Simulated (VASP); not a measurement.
**Ta: relaxation of cell and atoms with PBEsol**

Crystal: Ta.

```xyz
8
Lattice="5.3122 0.0000 0.0000 0.0000 5.3122 0.0000 0.0000 0.0000 5.3122" Properties=species:S:1:pos:R:3 pbc="T T T"
Ta    2.6561    2.6561    2.6561
Ta    0.0000    0.0000    0.0000
Ta    1.3280    0.0000    2.6561
Ta    2.6561    1.3280    0.0000
Ta    2.6561    3.9841    0.0000
Ta    3.9841    0.0000    2.6561
Ta    0.0000    2.6561    3.9841
Ta    0.0000    2.6561    1.3280
```

The cell was built by a generator and needn't be a form met in nature.

```json
{
  "Program": "VASP 6.6.1",
  "Task": "relaxation of cell and atoms",
  "Functional": "PBEsol",
  "Potentials or basis": "VASP PAW PBE potentials, release 64 (Ta_pv)",
  "Cutoff": "600 eV",
  "k mesh": "4 × 4 × 4",
  "Occupations": "gaussian, width 0.1 eV",
  "Spin": "no spin polarisation",
  "Dipole correction": "no",
  "Further INCAR settings": "ALGO = Fast; EDIFF = 1e-07; IBRION = 2; EDIFFG = -0.04; NSW = 90; ISIF = 3"
}
```

```
Relaxed volume                         : 18.23 Å³/atom
Relaxed cell                           : a = 5.263 Å, b = 5.263 Å, c = 5.263 Å, α = 90.00°, β = 90.00°, γ = 90.00°
Space group after relaxing (to 0.05 Å) : Pm-3n (No. 223)
Energy gained by relaxing              : 9.7 meV/atom
Ionic steps                            : 3
Pressure after relaxing                : -0.2 GPa
Band gap on the k mesh                 : none (metal or under the smearing width)
```

Step by step:
| step | energy change (eV) | largest force (eV/Å) | pressure (GPa) | volume (Å³) |
| --- | --- | --- | --- | --- |
| 1 | 0.0000 | 0.0000 | -5.78 | 149.90 |
| 2 | 0.4230 | 0.0000 | 16.84 | 135.71 |
| 3 | -0.0777 | 0.0000 | -0.19 | 145.82 |

Final structure:
```yaml
crystal:
  lattice:
    - [5.26341, 0.00000, 0.00000]
    - [0.00000, 5.26341, 0.00000]
    - [0.00000, 0.00000, 5.26341]
  atoms:
    - { symbol: Ta, position: [0.50000, 0.50000, 0.50000] }
    - { symbol: Ta, position: [0.00000, 0.00000, 0.00000] }
    - { symbol: Ta, position: [0.25000, 0.00000, 0.50000] }
    - { symbol: Ta, position: [0.50000, 0.25000, 0.00000] }
    - { symbol: Ta, position: [0.50000, 0.75000, 0.00000] }
    - { symbol: Ta, position: [0.75000, 0.00000, 0.50000] }
    - { symbol: Ta, position: [0.00000, 0.50000, 0.75000] }
    - { symbol: Ta, position: [0.00000, 0.50000, 0.25000] }
```

Levels at points of the mesh, in eV from the Fermi level:
```
           k point  band 42  band 43  band 44  band 45  band 46  band 47
(0.00, 0.00, 0.00)    -1.05    -0.76    -0.76     0.09     0.09     0.85
(0.50, 0.00, 0.00)    -0.45    -0.02    -0.02     0.32     0.32     0.45
(0.50, 0.50, 0.00)    -0.43    -0.43    -0.24     0.17     0.60     0.60
(0.50, 0.50, 0.50)    -0.91    -0.08    -0.08    -0.08    -0.08    -0.08
```

Run time: 3 min on 1 thread of AMD EPYC 9R45 (Zen 5), on a shared host, peak memory 0.26 GiB.

Caveat: the PAW data sets were made with another functional, which shifts forces and pressure a little. The run has no spin-orbit coupling, so splittings on Ta are missing.
